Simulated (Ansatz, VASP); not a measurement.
## CdTe in VASP and in Ansatz

File POSCAR:

```
CdTe
1.0
    0.0000000000      3.0485002589      3.0485002589
    3.0485002589      0.0000000000      3.0485002589
    3.0485002589      3.0485002589      0.0000000000
Cd Te
1 1
Direct
    0.5000000000      0.5000000000      0.5000000000
    0.0000000000      0.0000000000      0.0000000000
```

File INCAR.step1:

```
SYSTEM = CdTe
PREC = Accurate ; ENCUT = 520
ISMEAR = 0 ; SIGMA = 0.05
LREAL = .FALSE. ; LASPH = .TRUE.
NELM = 60 ; NBANDS = 16
GGA = PE ; ALGO = Normal
EDIFF = 1E-4 ; LWAVE = .TRUE.
LCHARG = .FALSE.
```

File INCAR.step2:

```
SYSTEM = CdTe
PREC = Accurate ; ENCUT = 520
EDIFF = 1E-7 ; ISMEAR = 0
SIGMA = 0.05 ; LREAL = .FALSE.
LASPH = .TRUE. ; NELM = 60
ALGO = Normal ; ISIF = 2
LWAVE = .FALSE. ; LCHARG = .FALSE.
METAGGA = R2SCAN ; LMIXTAU = .TRUE.
IVDW = 13 ; VDW_S6 = 1.0
VDW_S8 = 0.6018749 ; VDW_A1 = 0.51559235
VDW_A2 = 5.77342911 ; NBANDS = 16
ISTART = 1
```

KPOINTS

```
Automatic mesh
0
G
  6 6 6
  0 0 0
```

Input for Ansatz:

```yaml
crystal:
  lattice:
    - [0.0, 3.0485002589, 3.0485002589]
    - [3.0485002589, 0.0, 3.0485002589]
    - [3.0485002589, 3.0485002589, 0.0]
  atoms:
    - { symbol: Cd, position: [0.5, 0.5, 0.5] }
    - { symbol: Te, position: [0.0, 0.0, 0.0] }
basis:
  ecutwfc: 500
  ecutrho_ratio: 4
kpoints:
  mp_grid: { grid: [6, 6, 6] }
hamiltonian:
  xc: r2scan
  dispersion: d4
scf:
  occupations: { method: gaussian, width: 0.05 }
output:
  forces: true
  stress: true
  eigenvalues: true
```

Alike in both runs: task single point; functional r2SCAN; dispersion D4; k mesh 6 × 6 × 6; occupations gaussian, width 0.05 eV; no spin polarisation.

```csv
,VASP,Ansatz
version,VASP 6.6.1,Ansatz 0.2.0
potentials or method,"VASP PAW PBE potentials, release 64 (Cd, Te)","scalar-relativistic, plane waves, PAW"
plane-wave cutoff (eV),520,500
valence electrons in the cell,18,36
```

Ansatz gave:

| Item | Value |
| --- | --- |
| gap on the k mesh at the Fermi level (eV) | none |
| pressure (GPa) | -1.0 |
| dispersion energy (meV/atom) | -149.1 |

**Question.** Which values does VASP return?

**Answer.** gap on the k mesh at the Fermi level (eV): none; pressure (GPa): -0.8; dispersion energy (meV/atom): -148.9.

A gap of «none» marks a metal or a gap that the smearing closes. The two sets of potentials don't hold the same shells in valence.

Caveats: the PAW data sets were made with another functional, which shifts forces and pressure a little (VASP); pairwise dispersion overbinds metals, which lowers pressure and volume. The runs have no spin-orbit coupling, so splittings on Te are missing.
